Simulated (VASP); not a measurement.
# Al (P6_3/mmc) in VASP: further runs

The runs below take Al through relaxation of cell and atoms, with LDA, r2SCAN, PBEsol.

Program: VASP 6.6.1. These are calculated values, not measurements. Logs are shortened: lines on timing, memory, paths and dates and some standing lists are left out, and cuts for length are marked.

### 1 Starting point

Symmetry: P6_3/mmc, No. 194, hexagonal system. Conventional cell: a = 2.812 Å, b = 2.812 Å, c = 4.867 Å, α = 90.00°, β = 90.00°, γ = 120.00°. Al (site symmetry -6m2) is surrounded by 12 Al at 2.81 to 2.93 Å.

This isn't the form of Al at room conditions, which is fcc.

### 2 Relaxation of cell and atoms, LDA

INCAR reads:

```
ALGO = Fast
EDIFF = 1E-6
EDIFFG = -0.01
ENCUT = 600
IBRION = 2
ISIF = 3
ISMEAR = -1
LASPH = True
LCHARG = False
LREAL = False
LWAVE = False
NELM = 100
NSW = 40
PREC = Accurate
SIGMA = 0.05
```

KPOINTS reads:

```
k-points
0
Gamma
  10 10 6
```

POSCAR reads:

```
Al
1.0
    2.8124553515      0.0000000000      0.0000000000
   -1.4062276757      2.4356577814      0.0000000000
    0.0000000000      0.0000000000      4.8668500000
Al
2
Direct
    0.3333333333      0.6666666667      0.2500000000
    0.6666666667      0.3333333333      0.7500000000
```

Potentials or basis: VASP PAW LDA potentials, release 64 (Al).

Started as:

```bash
$ cat potpaw_LDA.64/Al/POTCAR > POTCAR
$ mpirun -np 1 vasp_std > vasp.out
```

OUTCAR:

```text
EDIFF = 1E-6
   EDIFFG = -0.01
   ENCUT = 600
   IBRION = 2
   ISIF = 3
   ISMEAR = -1
   LASPH = True
   LREAL = False
   NELM = 100
   NSW = 40
   PREC = Accurate

 ion  position               nearest neighbor table
   1  0.333  0.667  0.250-   2 2.93   2 2.93   2 2.93   2 2.93   2 2.93   2 2.93
   2  0.667  0.333  0.750-   1 2.93   1 2.93   1 2.93   1 2.93   1 2.93   1 2.93

  LATTYP: Found a hexagonal cell.
 ALAT       =     2.8124553515
 C/A-ratio  =     1.7304630267

  Lattice vectors:

 A1 = (   2.8124553515,   0.0000000000,   0.0000000000)
 A2 = (  -1.4062276757,   2.4356577814,   0.0000000000)
 A3 = (   0.0000000000,   0.0000000000,   4.8668500000)

Analysis of symmetry for initial positions (statically):
=====================================================================
 Subroutine PRICEL returns:
 Original cell was already a primitive cell.

 Routine SETGRP: Setting up the symmetry group for a
 hexagonal supercell.

 Subroutine GETGRP returns: Found 24 space group operations
 (whereof 12 operations were pure point group operations)
 out of a pool of 24 trial point group operations.

The static configuration has the point symmetry D_3d.
 The point group associated with its full space group is D_6h.

Analysis of symmetry for dynamics (positions and initial velocities):
=====================================================================
 Subroutine PRICEL returns:
 Original cell was already a primitive cell.

 Routine SETGRP: Setting up the symmetry group for a
 hexagonal supercell.

 Subroutine GETGRP returns: Found 24 space group operations
 (whereof 12 operations were pure point group operations)
 out of a pool of 24 trial point group operations.

The dynamic configuration has the point symmetry D_3d.
 The point group associated with its full space group is D_6h.

 Subroutine INISYM returns: Found 24 space group operations
 (whereof 12 operations are pure point group operations),
 and found     1 'primitive' translations

----------------------------------------------------------------------------------------

                                     Primitive cell

  volume of cell :      33.3388

  direct lattice vectors                    reciprocal lattice vectors
     2.812455352  0.000000000  0.000000000     0.355561200  0.205283355  0.000000000
    -1.406227676  2.435657781  0.000000000     0.000000000  0.410566709  0.000000000
     0.000000000  0.000000000  4.866850000     0.000000000  0.000000000  0.205471712

  length of vectors
     2.812455352  2.812455351  4.866850000     0.410566709  0.410566709  0.205471712

  position of ions in fractional coordinates (direct lattice)
     0.333333333  0.666666667  0.250000000
     0.666666667  0.333333333  0.750000000

  ion indices of the primitive-cell ions
   primitive index   ion index
                 1           1
                 2           2

----------------------------------------------------------------------------------------

 KPOINTS: k-points

Automatic generation of k-mesh.
 Grid dimensions read from file:
 generate k-points for:   10   10    6

 Generating k-lattice:

  Cartesian coordinates                     Fractional coordinates (reciprocal lattice)
     0.035556120  0.020528335  0.000000000     0.100000000  0.000000000  0.000000000
     0.000000000  0.041056671  0.000000000     0.000000000  0.100000000  0.000000000
     0.000000000  0.000000000  0.034245285     0.000000000  0.000000000  0.166666667

  Length of vectors
     0.041056671  0.041056671  0.034245285

  Shift w.r.t. Gamma in fractional coordinates (k-lattice)
     0.000000000  0.000000000  0.000000000

 Subroutine IBZKPT returns following result:
 ===========================================

 Found     56 irreducible k-points:

 Following reciprocal coordinates:
            Coordinates               Weight
  0.000000  0.000000  0.000000      1.000000
  0.100000  0.000000  0.000000      6.000000
  0.200000  0.000000  0.000000      6.000000
  0.300000  0.000000  0.000000      6.000000
  0.400000  0.000000  0.000000      6.000000
  0.500000  0.000000  0.000000      3.000000
[... 16 lines left out ...]
  0.300000  0.100000  0.166667     24.000000
  0.400000  0.100000  0.166667     24.000000
 [... further k-points ...]
   k-points           NKPTS =     56   k-points in BZ     NKDIM =     56   number of bands    NBANDS=      7
   number of dos      NEDOS =    301   number of ions     NIONS =      2
   total plane-waves  NPLWV =  23040
   dimension x,y,z NGX =    24 NGY =   24 NGZ =   40
   dimension x,y,z NGXF=    48 NGYF=   48 NGZF=   80
   ions per type =               2
   NGX,Y,Z   is equivalent  to a cutoff of  14.19, 14.19, 13.66 a.u.
   NGXF,Y,Z  is equivalent  to a cutoff of  28.37, 28.37, 27.33 a.u.
 SYSTEM =  unknown system
   PREC   = accura    normal or accurate (medium, high low for compatibility)
   ISTART =      0    job   : 0-new  1-cont  2-samecut
   ICHARG =      2    charge: 1-file 2-atom 10-const
   ISPIN  =      1    spin polarized calculation?
   LNONCOLLINEAR =      F non collinear calculations
   LSORBIT =      F    spin-orbit coupling
   LASPH  =      T    aspherical Exc in radial PAW
   ENCUT  =  600.0 eV  44.10 Ry    6.64 a.u.   5.62  5.62  9.72*2*pi/ulx,y,z
   NELM   =    100;   NELMIN=  2; NELMDL= -5     # of ELM steps
   EDIFF  = 0.1E-05   stopping-criterion for ELM
   LREAL  =      F    real-space projection
   EDIFFG = -.1E-01   stopping-criterion for IOM
   NSW    =     40    number of steps for IOM
   IBRION =      2    ionic relax: 0-MD 1-quasi-New 2-CG
   NFREE  =      1    steps in history (QN), initial steepest desc. (CG)
   ISIF   =      3    stress and relaxation
   ISYM   =      2    0-nonsym 1-usesym 2-fastsym
   POTIM  = 0.5000    time-step for ionic-motion
   TEBEG  =    0.0;   TEEND  =   0.0 temperature during run
   PSTRESS=    0.0 pullay stress
   NELECT =       6.0000    total number of electrons
   NUPDOWN=      -1.0000    fix difference up-down
   EMIN   =  10.00;   EMAX   =-10.00  energy-range for DOS
   EFERMI =   0.00;   METHOD = LEGACY
   ISMEAR =    -1;   SIGMA  =   0.05  broadening in eV -4-tet -1-fermi 0-gaus
   EFERMI_NEDOS =   21; number of points for ismear=-14 and -15
   IALGO  =     68    algorithm
   IMIX   =      4    mixing-type and parameters
     AMIX     =   0.40;   BMIX     =  1.00
     AMIX_MAG =   1.60;   BMIX_MAG =  1.00
  volume/ion in A,a.u.               =      16.67       112.49
  Fermi-wavevector in a.u.,A,eV,Ry     =   0.924291  1.746656 11.623640  0.854313
  Thomas-Fermi vector in A             =   2.050021
   LORBIT       =      0    0 simple, 1 ext, 2 COOP (PROOUT), +10 PAW based schemes
   GGA     = CA    functional components
   LHFCALC =     F    Hartree Fock is set to
   AEXX    =    0.0000 exact exchange contribution
   IVDW    =     0    specifies the selected vdW correction
   LEPSILON=     F    determine dielectric tensor
   LRPA    =     F    only Hartree local field effects (RPA)
 conjugate gradient relaxation of ions
 non-spin polarized calculation
 RMM-DIIS sequential band-by-band and
  energy-cutoff  :      600.00
  volume of cell :       33.34
 maximum number of plane-waves:      1136
 NGX is ok and might be reduce to    24
   NGX = 11   NGY = 11   NGZ = 19

--------------------------------------- Ionic step        1  -------------------------------------------

 number of electron       6.0000000 magnetization

 Free energy of the ion-electron system (eV)
  ---------------------------------------------------
  ext. energy  EPLUGINS =         0.00000000
  ---------------------------------------------------
  free energy    TOTEN  =        -8.29500898 eV

  energy without entropy =       -8.28414189  energy(sigma->0) =       -8.28957543

------------------------ aborting loop because EDIFF is reached ----------------------------------------

  FORCE on cell =-STRESS in cart. coord.  units (eV):
  Direction    XX          YY          ZZ          XY          YZ          ZX
  --------------------------------------------------------------------------------------
  -------------------------------------------------------------------------------------
  Total       -0.3151211     -0.3151211     -1.0887373     -0.0000000      0.0000000      0.0000000
  in kB      -15.1439144    -15.1439144    -52.3219384     -0.0000000      0.0000000      0.0000000
  external PRESSURE =     -27.5365891 kB  Pullay stress =       0.0000000 kB
[... 201 lines left out ...]
  energy  without entropy=       -8.3338997693  energy(sigma->0) =       -8.33589475

--------------------------------------- Ionic step        7  -------------------------------------------

 number of electron       6.0000000 magnetization

 Free energy of the ion-electron system (eV)
  ---------------------------------------------------
  ext. energy  EPLUGINS =         0.00000000
  ---------------------------------------------------
  free energy    TOTEN  =        -8.33794160 eV

  energy without entropy =       -8.33397360  energy(sigma->0) =       -8.33595760

 E-fermi :   8.1651     XC(G=0): -10.4713

 val. band max:        8.0332117539   @ k =   0.4000   0.2000   0.0000
 cond. band min:       8.1822942452   @ k =   0.4000   0.2000   0.1667
 fundamental gap:      0.1490824913
 Fermi energy:         8.1650941214

 k-point     1 :       0.0000    0.0000    0.0000
  band No.  band energies     occupation
      1      -3.1902      2.00000
      2       3.4393      2.00000
      3       3.6414      2.00000
      4      18.9600      0.00000
      5      18.9600      0.00000
      6      19.3323      0.00000
      7      19.3323      0.00000
[... 221 lines left out ...]
 k-point    24 :       0.4000    0.1000    0.1667
  band No.  band energies     occupation
      1       2.0848      2.00000
      2       4.4050      2.00000
      3       6.5283      2.00000
      4       8.7322      0.00002
      5      10.5910      0.00000
      6      11.7283      0.00000
      7      13.2474      0.00000

 [... further k-points ...]
[... 5 lines left out ...]
  --------------------------------------------------------------------------------------
  -------------------------------------------------------------------------------------
  Total       -0.0027394     -0.0027394      0.0045382     -0.0000000      0.0000000      0.0000000
  in kB       -0.1375979     -0.1375979      0.2279504     -0.0000000      0.0000000      0.0000000
  external PRESSURE =      -0.0157484 kB  Pullay stress =       0.0000000 kB
[... 17 lines left out ...]
  FREE ENERGIE OF THE ION-ELECTRON SYSTEM (eV)
  ---------------------------------------------------
  free  energy   TOTEN  =        -8.3379415983 eV

  energy  without entropy=       -8.3339735952  energy(sigma->0) =       -8.33595760

 reached required accuracy - stopping structural energy minimisation
```

Wall time 27 s (1 thread of Intel Xeon Platinum 8259CL at 2.50GHz (Skylake/Cascade Lake), shared host); peak memory 0.14 GiB.

Results:

- Free energy: -8.3379 eV
- Relaxed volume: 15.95 Å³/atom
- Relaxed cell: a = 2.821 Å, b = 2.821 Å, c = 4.629 Å, α = 90.00°, β = 90.00°, γ = 120.00°
- Space group after relaxing (to 0.05 Å): P6_3/mmc (No. 194)
- Energy gained by relaxing: 21.5 meV/atom
- Ionic steps: 7
- Pressure after relaxing: 0.0 GPa
- Band gap on the k mesh: none (metal or under the smearing width)

The path:
```csv
step,energy change (eV),largest force (eV/Å),pressure (GPa),volume (Å³)
1,0.0000,0.0000,-2.75,33.34
2,-0.0265,0.0000,0.10,31.97
3,-0.0303,0.0000,1.45,31.43
4,-0.0384,0.0000,1.92,31.19
5,-0.0393,0.0000,1.79,31.25
6,-0.0429,0.0000,0.21,31.82
7,-0.0429,0.0000,0.00,31.90
```

Final structure:
```cif
data_structure
_symmetry_space_group_name_H-M 'P 1'
_symmetry_Int_Tables_number 1
_cell_length_a 2.8207
_cell_length_b 2.8207
_cell_length_c 4.6292
_cell_angle_alpha 90.000
_cell_angle_beta 90.000
_cell_angle_gamma 120.000
_cell_volume 31.90
loop_
_atom_site_label
_atom_site_type_symbol
_atom_site_fract_x
_atom_site_fract_y
_atom_site_fract_z
_atom_site_occupancy
Al1 Al 0.33333 0.66667 0.25000 1
Al2 Al 0.66667 0.33333 0.75000 1
```

(Continued in part 2 of 2.)
